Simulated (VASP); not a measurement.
# VASP 6.6.1 run: CaO

INCAR

```
LWAVE = .FALSE.
LCHARG = .FALSE.
SIGMA = 0.01
LASPH = .TRUE.
PREC = Accurate
ISIF = 2
ISMEAR = 0
NBANDS = 15
EDIFF = 1E-7
NELM = 5
NSW = 0
GGA = CA
IBRION = -1
ENCUT = 520
LREAL = .FALSE.
```

KPOINTS

```
KPOINTS created by Atomic Simulation Environment
0
Gamma
8 8 8
0 0 0
```

POSCAR

```
Ca O
 1.0000000000000000
     2.9032089642333831    0.0000000000000000   -0.0000000000000000
    -0.0000000000000000    2.9032089642333831    0.0000000000000000
    -0.0000000000000000    0.0000000000000000    2.9032089642333831
 Ca  O
   1   1
Cartesian
  0.0000000000000000 -0.0000000000000000 -0.0000000000000000
  1.4516044821166916  1.4516044821166916  1.4516044821166916
```

The recommended LDA PAW datasets give the neutral cell 16 valence electrons.

Command

```
mpirun -np 1 vasp_std
```

OSZICAR

```
N       E                     dE             d eps       ncg     rms          rms(c)
DAV:   1     0.114505779692E+03    0.11451E+03   -0.83544E+03  1050   0.110E+03
DAV:   2    -0.105846923496E+02   -0.12509E+03   -0.11806E+03  1331   0.290E+02
DAV:   3    -0.147710899452E+02   -0.41864E+01   -0.41638E+01  1198   0.551E+01
DAV:   4    -0.148670054755E+02   -0.95916E-01   -0.95884E-01  1546   0.733E+00
DAV:   5    -0.148678301083E+02   -0.82463E-03   -0.82463E-03  1198   0.588E-01
   1 F= -.14867830E+02 E0= -.14867830E+02  d E =-.126646E-44
```

Standard output (part)

```
POSCAR found type information on POSCAR CaO
 POSCAR found :  2 types and       2 ions
 LDA part: xc-table for (Slater(with rela. corr.)+CA(PZ))
 , standard interpolation
 POSCAR, INCAR and KPOINTS ok, starting setup
 WAVECAR not read
 entering main loop
|     The electronic self-consistency was not achieved in the given           |
|     number of steps (NELM). The forces and other quantities evaluated       |
|     might not be reliable so examine the results carefully. If you find     |
|     spurious results, we suggest increasing NELM, if you were close to      |
|     convergence or switching to a different ALGO or adjusting the           |
|     density mixing parameters otherwise.                                    |
```

It didn't converge.

Problem. Find the fault in these files.

Solution. Too few electronic steps. It didn't converge.
